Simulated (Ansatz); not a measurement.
# SnSe (Fm-3m) in Ansatz: notebook

One crystal, SnSe, is run at these levels: BPBE; tasks: single point, equation of state.

Program: Ansatz 0.2.0. These are calculated values, not measurements. Logs are shortened: lines on timing, memory, paths and dates and some standing lists are left out, and cuts for length are marked.

## (1) The structure

The structure is cubic, space group Fm-3m (No. 225). The conventional cell has a = 6.020 Å, b = 6.020 Å, c = 6.020 Å, α = 90.00°, β = 90.00°, γ = 90.00°. Around Sn (site symmetry m-3m) lie 6 Se at 3.01 Å. Around Se (site symmetry m-3m) lie 6 Sn at 3.01 Å.

Measurements of this composition are mostly on another form, of space group No. 62.

## (2) Single point, BPBE, 25.63 Å³/atom (volume scaled by 0.94)

Input file input.yaml:

```yaml
crystal:
  lattice:
    - [0.0, 2.9485541872, 2.9485541872]
    - [2.9485541872, 0.0, 2.9485541872]
    - [2.9485541872, 2.9485541872, 0.0]
  atoms:
    - { symbol: Sn, position: [0.0, 0.0, 0.0] }
    - { symbol: Se, position: [0.5, 0.5, 0.5] }
hamiltonian:
  xc: { exchange: b88, correlation: pbe }
  pseudopotentials: { kind: paw }
kpoints:
  mp_grid: { grid: [8, 8, 8] }
scf:
  occupations: { method: fermi_dirac, width: 0.05 }
output:
  forces: true
  stress: true
  eigenvalues: true
```

Potentials or basis: Ansatz PAW.

On the command line:

```sh
> ansatz run input.yaml --threads 2 --pin off --max-ram 5120MiB --backend cpu --events-out ev --progress --plain --runs-dir out
```

Standard output:

```text
Warning: RAYON_NUM_THREADS=2 ignored (pool sized by the plan → 2); use --threads N
Engine: ansatz 0.2.0, aarch64-unknown-linux-gnu
Pseudopotentials: kind: paw
Pseudopotential: Sn, paw, valence charge 14, recommended cutoff 420 eV (normal), Sn.paw.azcp
Pseudopotential: Se, paw, valence charge 16, recommended cutoff 420 eV (normal), Se.paw.azcp
Functional definition: unnamed
  exchange = b88_x
  correlation = pbe_c
Crystal: 2 atoms, lattice volume = 51.269 Å³
Basis set: ecut = 420 eV, 965 PW (Γ), exchange–correlation on 60×60×60 points (8 copies of the dense FFT grid, shifted against one another)
Bands: 19, of which v1, the nominal top of the filled ones, is band 15 counted from 1 (14 counted from 0)
Symmetry: 48 space group operations
Space group: Fm-3m (ITA 225), of the structure as read, at distance tolerance 3.7e-5 Å
k-points: 29 of 512
Non-local potential: Sn, projectors of the file, l = 0: 2, l = 1: 2, l = 2: 2, l = 3: 2
Non-local potential: Se, projectors of the file, l = 0: 2, l = 1: 2, l = 2: 3, l = 3: 1
PAW form: soft (Blöchl's): semilocal exchange-correlation on the pseudo side does not see the compensation charge
PAW frozen core: Sn, regenerated for the run's functional, and the local potential with it (the file was generated under x = pbe(κ = 0.804, μ = 0.2195149727645171), c = pbe(β = 0.06672455060314922))
PAW frozen core: Se, regenerated for the run's functional, and the local potential with it (the file was generated under x = pbe(κ = 0.804, μ = 0.2195149727645171), c = pbe(β = 0.06672455060314922))
PAW one-centre angular grid: Sn, 590 points (default); XC on 64 Gauss nodes
PAW one-centre angular grid: Se, 590 points (default); XC on 64 Gauss nodes
Initial density: superposition of atomic densities (neutral atoms: chi_scale 0, normalization atom), corrected by the library's trained network
Initial wavefunctions: pseudopotential atomic-orbital guess
Functional: x = b88, c = pbe(β = 0.06672455060314922)
SCF iter   1: F=—  HF=-11525.327125 eV  |F-HF|=—  |Δ(HF+E_count)|=         —  Δρ=9.49e-4  dr2=4.51e-4  ethr=1.77e-3  ⟨swp⟩=5.8  Hψ=2643  notcnv=0
preconditioner: auto → none  [insulator: Δε(μ)=0.751 eV  Ē_g=17.629 eV  σ=0.050 eV  W_gap=1.00  n_scr=14 (ndim 8)  ℏωp=23.2 eV  f_vac=0.009  D(μ)=0.00/eV (n_scr^D=0)  ε∞_Penn≈2.7]
SCF iter   2: F=—  HF=-11525.326029 eV  |F-HF|=—  |Δ(HF+E_count)|=   1.10e-3  Δρ=4.59e-4  dr2=5.08e-5  ethr=1.50e-6  ⟨swp⟩=2.5  Hψ=1264  notcnv=0
SCF iter   3: F=—  HF=-11525.326035 eV  |F-HF|=—  |Δ(HF+E_count)|=   5.46e-6  Δρ=2.00e-4  dr2=8.95e-6  ethr=1.69e-7  ⟨swp⟩=2.3  Hψ=944  notcnv=0
SCF iter   4: F=—  HF=-11525.326048 eV  |F-HF|=—  |Δ(HF+E_count)|=   1.28e-5  Δρ=3.62e-5  dr2=3.37e-7  ethr=2.98e-8  ⟨swp⟩=2.4  Hψ=806  notcnv=0
iter 5 did not close the SCF: its close was put off for the readings that it lacked (scf_convergence_deferred on its scf_iter line)
SCF iter   5: F=-11525.326048 eV  HF=-11525.326048 eV  |F-HF|=5.55e-9  |Δ(HF+E_count)|=   7.60e-7  Δρ=3.68e-6  dr2=4.66e-9  ethr=1.12e-9  ⟨swp⟩=2.3  Hψ=737  notcnv=0
SCF iter   6: F=-11525.326048 eV  HF=-11525.326048 eV  |F-HF|=2.69e-10  |Δ(HF+E_count)|=   8.37e-9  Δρ=7.66e-7  dr2=2.39e-10  ethr=1.55e-11  ⟨swp⟩=1.9  Hψ=1788  notcnv=0
SCF 1 converged in 6 iterations: F = -11525.326048 eV  dr2 = 2.39e-10
SCF converged after 6 iterations
Free energy (F): -11525.326048 eV
Harris-Foulkes:  -11525.326048 eV  (|F-HF|=2.69e-10)
Internal energy: -11525.326016 eV  (E = F + TS)
E sigma→0 (E₀):  -11525.326032 eV
Entropy (-TS):   -0.000032 eV (-0.016 meV/atom)
Fermi energy:    10.263435 eV
--- Per-component energies (eV) ---
  E_band       = -454.400314
  E_kinetic    = 305.149157
  E_local      = -3222.957875  (includes V_loc(G=0)·N_el)
  E_nonlocal   = -627.954266
  E_hartree    = 1710.352422
  E_xc         = -490.224385
  E_vxc        = -196.777129  (∫ρ·V_xc dr)
  E_paw        = -6073.295670  (= ΣΔE_a)
  E_vpaw       = -132.565182  (= ΣTr[D̂ρ^β])
  E_aug_tail   = -0.000622  (compensation charges beyond the density's cutoff)
  E_ewald      = -3126.203975
  E_core_change = -0.190803  (= ΣΔE_core)
  E_smearing   = -0.000032  (= −TS)
  E_closure    = -0.000000  (closes the sum)
  Σ components = -11525.326048   (vs F -11525.326048, Δ=0.00e0)
--- Forces (eV/Å), atoms counted from 1 ---
  atom   1  Sn    -0.00000000     0.00000000     0.00000000
  atom   2  Se     0.00000000    -0.00000000     0.00000000
  max |Σ_I F_I| component: 1.20e-29 eV/Å
--- Stress (GPa, compression-positive) ---
        4.464688      -0.000000       0.000000
        0.000000       4.464688      -0.000000
       -0.000000      -0.000000       4.464688
  P = ⅓ Tr σ = 4.4647 GPa (44.647 kbar)
--- Band table (eV; the first three rows and the last of 29) ---
  k-point 0: bands = ["-37.9221", "-37.9221", "-37.9198", "-37.9198", "-37.9198", "-11.6627", "-11.6627", "-11.6617", "-11.6617", "-11.6617", "-4.3580", "5.0723", "7.5831", "7.5831", "7.5831", "14.4976", "14.4976", "14.4976", "15.7648"]
  k-point 1: bands = ["-37.9221", "-37.9221", "-37.9198", "-37.9198", "-37.9198", "-11.6642", "-11.6642", "-11.6613", "-11.6594", "-11.6594", "-4.2359", "4.3426", "7.6035", "7.6035", "8.1692", "13.5456", "13.6764", "13.6764", "15.7846"]
  k-point 2: bands = ["-37.9221", "-37.9221", "-37.9198", "-37.9197", "-37.9197", "-11.6681", "-11.6681", "-11.6603", "-11.6536", "-11.6536", "-3.9039", "3.0803", "7.6736", "7.6736", "9.0187", "12.2200", "12.4347", "12.4347", "16.1146"]
  k-point 28: bands = ["-37.9221", "-37.9220", "-37.9197", "-37.9197", "-37.9196", "-11.6902", "-11.6619", "-11.6550", "-11.6550", "-11.6390", "-2.9205", "2.8500", "4.8708", "4.8708", "9.1603", "11.4942", "14.8336", "14.8336", "17.4209"]
```

It took 1.6 s on 2 threads of Arm Neoverse N1, shared host; peak memory 0.33 GiB.

Results:

```yaml
Free_energy: -11525.3260 eV
Pressure: 4.5 GPa
Band_gap_on_the_k_mesh: 0.75 eV, indirect (least direct gap 0.85 eV)
```

Caveat: spin-orbit coupling is left out, which moves the levels of the heavy elements; the PAW data sets come from PBE, with cores solved anew for the run's functional, which leaves a small shift of forces and pressure.

## (3) Single point, BPBE, 26.18 Å³/atom (volume scaled by 0.96)

input.yaml: that of step 2 with these lines changed.

```diff
@@ -2,5 +2,5 @@
   lattice:
-    - [0.0, 2.9485541872, 2.9485541872]
-    - [2.9485541872, 0.0, 2.9485541872]
-    - [2.9485541872, 2.9485541872, 0.0]
+    - [0.0, 2.9693193375, 2.9693193375]
+    - [2.9693193375, 0.0, 2.9693193375]
+    - [2.9693193375, 2.9693193375, 0.0]
   atoms:
```

Potentials or basis: Ansatz PAW.

On the command line:

```sh
> ansatz run input.yaml --threads 2 --pin off --max-ram 5120MiB --backend cpu --events-out ev --progress --plain --runs-dir out
```

It took 1.6 s on 2 threads of Arm Neoverse N1, shared host; peak memory 0.33 GiB.

Results (log left out):

```yaml
Free_energy: -11525.3517 eV
Pressure: 3.1 GPa
Band_gap_on_the_k_mesh: 0.72 eV, indirect (least direct gap 0.75 eV)
```

Caveat: spin-orbit coupling is left out, which moves the levels of the heavy elements; the PAW data sets come from PBE, with cores solved anew for the run's functional, which leaves a small shift of forces and pressure.

## (4) Single point, BPBE, 26.73 Å³/atom (volume scaled by 0.98)

input.yaml: that of step 3 with these lines changed.

```diff
@@ -2,5 +2,5 @@
   lattice:
-    - [0.0, 2.9693193375, 2.9693193375]
-    - [2.9693193375, 0.0, 2.9693193375]
-    - [2.9693193375, 2.9693193375, 0.0]
+    - [0.0, 2.989798049, 2.989798049]
+    - [2.989798049, 0.0, 2.989798049]
+    - [2.989798049, 2.989798049, 0.0]
   atoms:
```

On the command line:

```sh
> ansatz run input.yaml --threads 2 --pin off --max-ram 5120MiB --backend cpu --events-out ev --progress --plain --runs-dir out
```

It took 1.6 s on 2 threads of Arm Neoverse N1, shared host; peak memory 0.33 GiB.

Results (log left out):

```yaml
Free_energy: -11525.3685 eV
Pressure: 1.9 GPa
Band_gap_on_the_k_mesh: 0.66 eV, direct
```

Caveat: spin-orbit coupling is left out, which moves the levels of the heavy elements; the PAW data sets come from PBE, with cores solved anew for the run's functional, which leaves a small shift of forces and pressure.

## (5) Single point, BPBE, 27.27 Å³/atom

input.yaml: that of step 4 with these lines changed.

```diff
@@ -2,5 +2,5 @@
   lattice:
-    - [0.0, 2.989798049, 2.989798049]
-    - [2.989798049, 0.0, 2.989798049]
-    - [2.989798049, 2.989798049, 0.0]
+    - [0.0, 3.01, 3.01]
+    - [3.01, 0.0, 3.01]
+    - [3.01, 3.01, 0.0]
   atoms:
@@ -19 +19,5 @@
   eigenvalues: true
+  write_density: true
+  write_potential: true
+  elf: true
+  volumetric_format: npy
```

On the command line:

```sh
> ansatz run input.yaml --threads 2 --pin off --max-ram 5120MiB --backend cpu --events-out ev --progress --plain --runs-dir out
```

Run time: 2.2 s. Hardware: 2 threads of Arm Neoverse N1, shared host; peak memory 0.33 GiB.

It converged, with:

```
Free energy            : -11525.3773 eV
Pressure               : 0.7 GPa
Band gap on the k mesh : 0.57 eV, direct
```

Caveat: spin-orbit coupling is left out, which moves the levels of the heavy elements; the PAW data sets come from PBE, with cores solved anew for the run's functional, which leaves a small shift of forces and pressure.

## (6) Single point, BPBE, 27.82 Å³/atom (volume scaled by 1.02)

input.yaml: that of step 5 with these lines changed.

```diff
@@ -2,5 +2,5 @@
   lattice:
-    - [0.0, 3.01, 3.01]
-    - [3.01, 0.0, 3.01]
-    - [3.01, 3.01, 0.0]
+    - [0.0, 3.0299343558, 3.0299343558]
+    - [3.0299343558, 0.0, 3.0299343558]
+    - [3.0299343558, 3.0299343558, 0.0]
   atoms:
```

Potentials or basis: Ansatz PAW.

On the command line:

```sh
> ansatz run input.yaml --threads 2 --pin off --max-ram 5120MiB --backend cpu --events-out ev --progress --plain --runs-dir out
```

It took 2.3 s on 2 threads of Arm Neoverse N1, shared host; peak memory 0.34 GiB.

The run converged. Its results:

```yaml
Free_energy: -11525.3789 eV
Pressure: -0.2 GPa
Band_gap_on_the_k_mesh: 0.48 eV, direct
```

Caveat: spin-orbit coupling is left out, which moves the levels of the heavy elements; the PAW data sets come from PBE, with cores solved anew for the run's functional, which leaves a small shift of forces and pressure.

## (7) Single point, BPBE, 28.36 Å³/atom (volume scaled by 1.04)

Input file input.yaml:

```yaml
crystal:
  lattice:
    - [0.0, 3.0496098055, 3.0496098055]
    - [3.0496098055, 0.0, 3.0496098055]
    - [3.0496098055, 3.0496098055, 0.0]
  atoms:
    - { symbol: Sn, position: [0.0, 0.0, 0.0] }
    - { symbol: Se, position: [0.5, 0.5, 0.5] }
hamiltonian:
  xc: { exchange: b88, correlation: pbe }
  pseudopotentials: { kind: paw }
kpoints:
  mp_grid: { grid: [8, 8, 8] }
scf:
  occupations: { method: fermi_dirac, width: 0.05 }
output:
  forces: true
  stress: true
  eigenvalues: true
```

On the command line:

```sh
> ansatz run input.yaml --threads 2 --pin off --max-ram 5120MiB --backend cpu --events-out ev --progress --plain --runs-dir out
```

It took 1.7 s on 2 threads of Arm Neoverse N1, shared host; peak memory 0.33 GiB.

The run converged. Its results:

```yaml
Free_energy: -11525.3741 eV
Pressure: -1.1 GPa
Band_gap_on_the_k_mesh: 0.40 eV, direct
```

Caveat: spin-orbit coupling is left out, which moves the levels of the heavy elements; the PAW data sets come from PBE, with cores solved anew for the run's functional, which leaves a small shift of forces and pressure.

## (8) Single point, BPBE, 28.91 Å³/atom (volume scaled by 1.06)

input.yaml: that of step 7 with these lines changed.

```diff
@@ -2,5 +2,5 @@
   lattice:
-    - [0.0, 3.0496098055, 3.0496098055]
-    - [3.0496098055, 0.0, 3.0496098055]
-    - [3.0496098055, 3.0496098055, 0.0]
+    - [0.0, 3.0690345955, 3.0690345955]
+    - [3.0690345955, 0.0, 3.0690345955]
+    - [3.0690345955, 3.0690345955, 0.0]
   atoms:
```

On the command line:

```sh
> ansatz run input.yaml --threads 2 --pin off --max-ram 5120MiB --backend cpu --events-out ev --progress --plain --runs-dir out
```

Run time: 1.7 s. Hardware: 2 threads of Arm Neoverse N1, shared host; peak memory 0.33 GiB.

Results (log left out):

| Item | Value |
| --- | --- |
| Free energy | -11525.3635 eV |
| Pressure | -2.0 GPa |
| Band gap on the k mesh | 0.33 eV, direct |

Caveat: spin-orbit coupling is left out, which moves the levels of the heavy elements; the PAW data sets come from PBE, with cores solved anew for the run's functional, which leaves a small shift of forces and pressure.

## (9) Equation of state, BPBE

Potentials or basis: Ansatz PAW.

This step only gathers the single runs of the series.

Results:

- Equilibrium volume: 27.67 Å³/atom
- Bulk modulus: 49 GPa
- Pressure derivative of the bulk modulus: 4.4

Energy against volume, from the lowest point:
| volume (Å³/atom) | energy (meV/atom) |
| --- | --- |
| 25.635 | 26.44 |
| 26.180 | 13.61 |
| 26.725 | 5.23 |
| 27.271 | 0.82 |
| 27.816 | 0.00 |
| 28.362 | 2.40 |
| 28.907 | 7.70 |

Caveat: the potentials were made for another functional, which shifts forces and pressure. Zero-point motion and thermal expansion aren't in these numbers.

## (10) For comparison

An earlier run on the cell as given: functional PBE; potentials or basis Ansatz PAW; cutoff 420 eV (not typed: the program's choice for these potentials); k mesh 8 × 8 × 8; occupations fermi-dirac, width 0.05 eV; no spin polarisation.

- Pressure: 0.9 GPa
- Band gap on the k mesh: 0.58 eV, direct
